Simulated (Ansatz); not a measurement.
Mo:

```xyz
1
Lattice="-1.5838 1.5838 1.5838 1.5838 -1.5838 1.5838 1.5838 1.5838 -1.5838" Properties=species:S:1:pos:R:3 pbc="T T T"
Mo    0.0000    0.0000    0.0000
```

| Quantity | Value |
| --- | --- |
| Program | Ansatz 0.2.0 |
| Task | single point |
| Functional | PBE |
| Potentials or basis | all-electron LAPW, scalar-relativistic |
| Cutoff | 249 eV (chosen from the basis error) |
| Basis error allowed | 0.001 eV/atom |
| k mesh | 12 × 12 × 12 |
| Occupations | fermi-dirac, width 0.05 eV |
| Spin | no spin polarisation |

On this cell: pressure -1.9 GPa; band gap on the k mesh none (metal or under the smearing width).

The same run follows on a disturbed copy (cell strained at random at fixed volume):

```
CELL_PARAMETERS angstrom
-1.59439 1.59130 1.58454
1.61239 -1.54306 1.55430
1.60659 1.55526 -1.53630
ATOMIC_POSITIONS crystal
Mo 0.99511 0.97150 0.97202
```

Question: What does the disturbed cell give?

Answer: The energy (extrapolated to zero smearing) moves by +12.4 meV/atom; pressure -1.6 GPa; band gap on the k mesh none (metal or under the smearing width).

Stress tensor (GPa, compression positive):
```
-6.88 -0.83 -1.26
-0.83  0.56 -3.19
-1.26 -3.19  1.45
```
